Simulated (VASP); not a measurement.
# Al (Fm-3m) in VASP: further runs

One crystal, Al, is run at these levels: PBE; tasks: relaxation of cell and atoms, single point.

Program: VASP 6.6.1. These are calculated values, not measurements. Logs are shortened: lines on timing, memory, paths and dates and some standing lists are left out, and cuts for length are marked.

### 1 Starting point

Symmetry: Fm-3m, No. 225, cubic system. The conventional cell has a = 4.050 Å, b = 4.050 Å, c = 4.050 Å, α = 90.00°, β = 90.00°, γ = 90.00°. Al (site symmetry m-3m) has 12 Al at 2.86 Å as nearest neighbours.

### 2 Relaxation of cell and atoms, PBE

Contents of INCAR:

```
SYSTEM = Al
  PREC = Accurate
  ENCUT = 520
  EDIFF = 1E-7
  ISMEAR = 1
  SIGMA = 0.2
  LREAL = .FALSE.
  LASPH = .TRUE.
  NELM = 100
  ALGO = Normal
  ISIF = 3
  LWAVE = .FALSE.
  LCHARG = .FALSE.
  GGA = PE
  IBRION = 2
  NSW = 80
  EDIFFG = -0.002
```

Contents of KPOINTS:

```
Automatic mesh
0
G
  18 18 18
  0 0 0
```

Contents of POSCAR:

```
Al
1.0
    0.0000000000      2.0248050000      2.0248050000
    2.0248050000      0.0000000000      2.0248050000
    2.0248050000      2.0248050000      0.0000000000
Al
1
Direct
    0.0000000000      0.0000000000      0.0000000000
```

Potentials or basis: VASP PAW PBE potentials, release 64 (Al).

On the command line:

```bash
cat potpaw_PBE.64/Al/POTCAR > POTCAR
mpirun -np 1 vasp_std > vasp.out
```

OUTCAR:

```text
SYSTEM = Al
   PREC = Accurate
   ENCUT = 520
   EDIFF = 1E-7
   ISMEAR = 1
   LREAL = .FALSE.
   LASPH = .TRUE.
   NELM = 100
   ISIF = 3
   GGA = PE
   IBRION = 2
   NSW = 80
   EDIFFG = -0.002

 ion  position               nearest neighbor table
   1  0.000  0.000  0.000-

  LATTYP: Found a face centered cubic cell.
 ALAT       =     4.0496100000

  Lattice vectors:

 A1 = (   0.0000000000,   2.0248050000,   2.0248050000)
 A2 = (   2.0248050000,   0.0000000000,   2.0248050000)
 A3 = (   2.0248050000,   2.0248050000,   0.0000000000)

Analysis of symmetry for initial positions (statically):
=====================================================================
 Subroutine PRICEL returns:
 Original cell was already a primitive cell.

 Routine SETGRP: Setting up the symmetry group for a
 face centered cubic supercell.

 Subroutine GETGRP returns: Found 48 space group operations
 (whereof 48 operations were pure point group operations)
 out of a pool of 48 trial point group operations.

The static configuration has the point symmetry O_h .

Analysis of symmetry for dynamics (positions and initial velocities):
=====================================================================
 Subroutine PRICEL returns:
 Original cell was already a primitive cell.

 Routine SETGRP: Setting up the symmetry group for a
 face centered cubic supercell.

 Subroutine GETGRP returns: Found 48 space group operations
 (whereof 48 operations were pure point group operations)
 out of a pool of 48 trial point group operations.

The dynamic configuration has the point symmetry O_h .

 Subroutine INISYM returns: Found 48 space group operations
 (whereof 48 operations are pure point group operations),
 and found     1 'primitive' translations

----------------------------------------------------------------------------------------

                                     Primitive cell

  volume of cell :      16.6027

  direct lattice vectors                    reciprocal lattice vectors
     0.000000000  2.024805000  2.024805000    -0.246937359  0.246937359  0.246937359
     2.024805000  0.000000000  2.024805000     0.246937359 -0.246937359  0.246937359
     2.024805000  2.024805000  0.000000000     0.246937359  0.246937359 -0.246937359

  length of vectors
[... 91 lines left out ...]
   NELECT =       3.0000    total number of electrons
   NUPDOWN=      -1.0000    fix difference up-down
   EMIN   =  10.00;   EMAX   =-10.00  energy-range for DOS
   EFERMI =   0.00;   METHOD = LEGACY
   ISMEAR =     1;   SIGMA  =   0.20  broadening in eV -4-tet -1-fermi 0-gaus
   EFERMI_NEDOS =   21; number of points for ismear=-14 and -15
   IALGO  =     38    algorithm
   IMIX   =      4    mixing-type and parameters
     AMIX     =   0.40;   BMIX     =  1.00
     AMIX_MAG =   1.60;   BMIX_MAG =  1.00
  volume/ion in A,a.u.               =      16.60       112.04
  Fermi-wavevector in a.u.,A,eV,Ry     =   0.925526  1.748991 11.654733  0.856599
  Thomas-Fermi vector in A             =   2.051390
   LORBIT       =      0    0 simple, 1 ext, 2 COOP (PROOUT), +10 PAW based schemes
   GGA     = PE    functional components
   LHFCALC =     F    Hartree Fock is set to
   AEXX    =    0.0000 exact exchange contribution
   IVDW    =     0    specifies the selected vdW correction
   LEPSILON=     F    determine dielectric tensor
   LRPA    =     F    only Hartree local field effects (RPA)
 conjugate gradient relaxation of ions
 non-spin polarized calculation
 Methfessel and Paxton  Order N= 1 SIGMA  =   0.20
  energy-cutoff  :      520.00
  volume of cell :       16.60
 maximum number of plane-waves:       459
 NGX is ok and might be reduce to    24
   NGX = 11   NGY = 11   NGZ = 11

--------------------------------------- Ionic step        1  -------------------------------------------

 number of electron       3.0000000 magnetization

 Free energy of the ion-electron system (eV)
  ---------------------------------------------------
  ext. energy  EPLUGINS =         0.00000000
  ---------------------------------------------------
  free energy    TOTEN  =        -3.74348940 eV

  energy without entropy =       -3.74275105  energy(sigma->0) =       -3.74324328

------------------------ aborting loop because EDIFF is reached ----------------------------------------

  FORCE on cell =-STRESS in cart. coord.  units (eV):
  Direction    XX          YY          ZZ          XY          YZ          ZX
  --------------------------------------------------------------------------------------
  -------------------------------------------------------------------------------------
  Total       -0.0561388     -0.0561388     -0.0561388     -0.0000000     -0.0000000      0.0000000
  in kB       -5.4174385     -5.4174385     -5.4174385     -0.0000000     -0.0000000      0.0000000
  external PRESSURE =      -5.4174385 kB  Pullay stress =       0.0000000 kB
[... 57 lines left out ...]
--------------------------------------- Ionic step        3  -------------------------------------------

 number of electron       3.0000000 magnetization

 Free energy of the ion-electron system (eV)
  ---------------------------------------------------
  ext. energy  EPLUGINS =         0.00000000
  ---------------------------------------------------
  free energy    TOTEN  =        -3.74369144 eV

  energy without entropy =       -3.74285156  energy(sigma->0) =       -3.74341148

 E-fermi :   7.9988     XC(G=0): -10.1999

 val. band max:        7.9943337153   @ k =  -0.2778   0.2778   0.0556
 cond. band min:       8.0011355608   @ k =  -0.2778   0.5000   0.2222
 fundamental gap:      0.0068018455
 Fermi energy:         7.9988324223

 k-point     1 :       0.0000    0.0000    0.0000
  band No.  band energies     occupation
      1      -3.1310      2.00000
      2      20.6342      0.00000
      3      20.6342      0.00000
      4      20.6342      0.00000
      5      22.1332      0.00000
[... 177 lines left out ...]
 k-point    24 :      -0.2222    0.0556    0.0000
  band No.  band energies     occupation
      1      -1.4887      2.00000
      2      11.8528     -0.00000
      3      17.3004      0.00000
      4      20.1536      0.00000
      5      21.8999      0.00000

 [... further k-points ...]

------------------------ aborting loop because EDIFF is reached ----------------------------------------

  FORCE on cell =-STRESS in cart. coord.  units (eV):
  Direction    XX          YY          ZZ          XY          YZ          ZX
  --------------------------------------------------------------------------------------
  -------------------------------------------------------------------------------------
  Total        0.0001786      0.0001786      0.0001786     -0.0000000     -0.0000000      0.0000000
  in kB        0.0173619      0.0173619      0.0173619     -0.0000000     -0.0000000      0.0000000
  external PRESSURE =       0.0173619 kB  Pullay stress =       0.0000000 kB
[... 16 lines left out ...]
  FREE ENERGIE OF THE ION-ELECTRON SYSTEM (eV)
  ---------------------------------------------------
  free  energy   TOTEN  =        -3.7436914448 eV

  energy  without entropy=       -3.7428515564  energy(sigma->0) =       -3.74341148

 reached required accuracy - stopping structural energy minimisation
```

OSZICAR:

```text
N       E                     dE             d eps       ncg     rms          rms(c)
DAV:   1    -0.168257102845E+01   -0.16826E+01   -0.87954E+02  2045   0.327E+02
DAV:   2    -0.374338315850E+01   -0.20608E+01   -0.19431E+01  2515   0.306E+01
DAV:   3    -0.376578825724E+01   -0.22405E-01   -0.22110E-01  2615   0.351E+00
[... 16 lines left out ...]
       N       E                     dE             d eps       ncg     rms          rms(c)
DAV:   1    -0.374369207255E+01   -0.45919E-05   -0.49031E-05  2450   0.443E-02    0.586E-03
DAV:   2    -0.374369176076E+01    0.31180E-06   -0.31098E-07  2105   0.489E-03    0.222E-03
DAV:   3    -0.374369149492E+01    0.26584E-06   -0.45438E-08  1260   0.139E-03    0.565E-04
DAV:   4    -0.374369144479E+01    0.50127E-07   -0.58390E-09  1045   0.554E-04
   3 F= -.37436914E+01 E0= -.37434115E+01  d E =-.202047E-03
```

It took 15 s on 1 thread of Intel Xeon Platinum 8488C (Sapphire Rapids), shared host; peak memory 0.14 GiB.

What came out:

```
Free energy                            : -3.7437 eV
Relaxed volume                         : 16.48 Å³/atom
Relaxed cell                           : a = 2.857 Å, b = 2.857 Å, c = 2.857 Å, α = 60.00°, β = 60.00°, γ = 60.00°
Space group after relaxing (to 0.05 Å) : Fm-3m (No. 225)
Energy gained by relaxing              : 0.2 meV/atom
Ionic steps                            : 3
Pressure after relaxing                : 0.0 GPa
Band gap on the k mesh                 : none (metal or under the smearing width)
```

Step by step:
```csv
step,energy change (eV),largest force (eV/Å),pressure (GPa),volume (Å³)
1,0.0000,0.0000,-0.54,16.60
2,-0.0002,0.0000,0.08,16.47
3,-0.0002,0.0000,0.00,16.48
```

Final structure:
```xyz
1
Lattice="0.0000 2.0200 2.0200 2.0200 0.0000 2.0200 2.0200 2.0200 0.0000" Properties=species:S:1:pos:R:3 pbc="T T T"
Al    0.0000    0.0000    0.0000
```

### 3 Relaxation of cell and atoms, PBE

This run uses another cell than the first one, of 16.48 Å³/atom, 0.993 times its volume.

INCAR is that of step 2.

KPOINTS is that of step 2.

Contents of POSCAR:

```
Al                                      
1.0
   -0.0000000000      2.0199957294      2.0199957294
    2.0199957294     -0.0000000000      2.0199957294
    2.0199957294      2.0199957294      0.0000000000
  Al            
     1
Direct
     0.0000000000000000    0.0000000000000000    0.0000000000000000
```

Potentials or basis: VASP PAW PBE potentials, release 64 (Al).

On the command line:

```bash
cat potpaw_PBE.64/Al/POTCAR > POTCAR
mpirun -np 1 vasp_std > vasp.out
```

Run time: 8.6 s. Hardware: 1 thread of Intel Xeon Platinum 8488C (Sapphire Rapids), shared host; peak memory 0.14 GiB.

It converged, with:

- Free energy: -3.7437 eV
- Pressure after relaxing: 0.0 GPa
- Band gap on the k mesh: none (metal or under the smearing width)

Final structure:
```xyz
1
Lattice="0.0000 2.0200 2.0200 2.0200 0.0000 2.0200 2.0200 2.0200 0.0000" Properties=species:S:1:pos:R:3 pbc="T T T"
Al    0.0000    0.0000    0.0000
```

Levels at points of the mesh, in eV from the Fermi level:
```
           k point  band 1  band 2  band 3  band 4  band 5
(0.00, 0.00, 0.00)  -11.13   12.64   12.64   12.64   14.13
(0.50, 0.00, 0.00)   -4.59   -4.37   11.43   11.43   11.48
(0.50, 0.50, 0.00)   -2.91   -1.59    5.27    5.61    5.61
```

Caveat: the relaxation stopped at its first step, so nothing moved.

### 4 Single point, PBE

This run uses another cell than the first one, of 16.48 Å³/atom, 0.993 times its volume.

Contents of INCAR:

```
  PREC = Accurate
  ENCUT = 520
  EDIFF = 1E-7
  ISMEAR = 1
  SIGMA = 0.2
  LREAL = F
  LASPH = T
  NELM = 100
  ALGO = Normal
  ISIF = 2
  LWAVE = F
  LCHARG = F
  GGA = PE
```

Contents of KPOINTS:

```
regular mesh
0
Gamma
  18 18 18
```

Contents of POSCAR:

```
Al                                      
1.0
    0.0000000000      2.0199957294      2.0199957294
    2.0199957294      0.0000000000      2.0199957294
    2.0199957294      2.0199957294      0.0000000000
  Al            
     1
Direct
     0.0000000000000000    0.0000000000000000    0.0000000000000000
```

On the command line:

```bash
cat potpaw_PBE.64/Al/POTCAR > POTCAR
mpirun -np 1 vasp_std > vasp.out
```

Run time: 11 s. Hardware: 1 thread of Intel Xeon Platinum 8488C (Sapphire Rapids), shared host; peak memory 0.14 GiB.

It converged, with:

```
Free energy            : -3.7437 eV
Pressure               : 0.0 GPa
Band gap on the k mesh : none (metal or under the smearing width)
```

Levels at points of the mesh, in eV from the Fermi level:
```
           k point  band 1  band 2  band 3  band 4
(0.00, 0.00, 0.00)  -11.13   12.64   12.64   12.64
(0.50, 0.00, 0.00)   -4.59   -4.37   11.43   11.43
(0.50, 0.50, 0.00)   -2.91   -1.59    5.27    5.61
```

### 5 Single point, PBE (a relaxed cell with its volume scaled by 0.97)

INCAR is that of step 4.

KPOINTS is that of step 4.

Contents of POSCAR:

```
Al                                      
1.0
    0.0000000000      1.9995903370      1.9995903370
    1.9995903370      0.0000000000      1.9995903370
    1.9995903370      1.9995903370      0.0000000000
  Al            
     1
Direct
     0.0000000000000000    0.0000000000000000    0.0000000000000000
```

On the command line:

```bash
cat potpaw_PBE.64/Al/POTCAR > POTCAR
mpirun -np 1 vasp_std > vasp.out
```

Wall time 8.2 s (1 thread of Intel Xeon Platinum 8488C (Sapphire Rapids), shared host); peak memory 0.14 GiB.

Results (log left out):

```
Free energy            : -3.7399 eV
Pressure               : 2.5 GPa
Band gap on the k mesh : none (metal or under the smearing width)
```

Levels at points of the mesh, in eV from the Fermi level:
| k point | band 1 | band 2 | band 3 | band 4 | band 5 |
| --- | --- | --- | --- | --- | --- |
| (0.00, 0.00, 0.00) | -11.35 | 12.80 | 12.80 | 12.80 | 14.53 |
| (0.50, 0.00, 0.00) | -4.71 | -4.42 | 11.61 | 11.61 | 11.76 |
| (0.50, 0.50, 0.00) | -2.99 | -1.60 | 5.27 | 5.75 | 5.75 |

(Part 1 of 2 ends here.)
